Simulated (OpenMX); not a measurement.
Runs of OpenMX 3.8.5 on Pb. Symmetry: I4_1/amd, No. 141, tetragonal system. Conventional cell: a = 5.058 Å, b = 5.058 Å, c = 6.878 Å, α = 90.00°, β = 90.00°, γ = 90.00°. Pb (site symmetry -4m2) has 4 Pb at 3.06 Å as nearest neighbours. This isn't the form of Pb at room conditions, which is fcc.

| cell | gap on the mesh (eV) | pressure (GPa) | largest force (eV/Å) |
| --- | --- | --- | --- |
| I4_1/amd, 43.99 Å³/atom | none | (b) | 0.02 |
| I4_1/amd, 39.06 Å³/atom | none | 5.0 | 0.02 |
| Fd-3m, 40.67 Å³/atom | none | (a) | - |
| I4_1/amd, 37.48 Å³/atom | none | 7.0 | 0.02 |
| I4_1/amd, 42.32 Å³/atom | none | 1.9 | 0.02 |

Alike in all rows: task single point; level PBE; potentials or basis OpenMX 2013 PBE set, Pb8.0-s3p2d2f1, grid cutoff 500 Ry; no spin polarisation; k mesh 5 × 5 × 5; smearing fermi-dirac 0.05 eV.

Problem. Fill in the values left out.

Solution. (a) 3.3; (b) 0.8.

Caveats: the basis has few d functions beyond the semicore shells, which can make volumes several per cent too large; the basis of atomic orbitals isn't converged, which shifts pressures, moduli and gaps.

A k mesh can miss the band edges, and the runs leave out spin-orbit coupling on Pb.

A gap of «none» marks a metal or a gap under the smearing width.
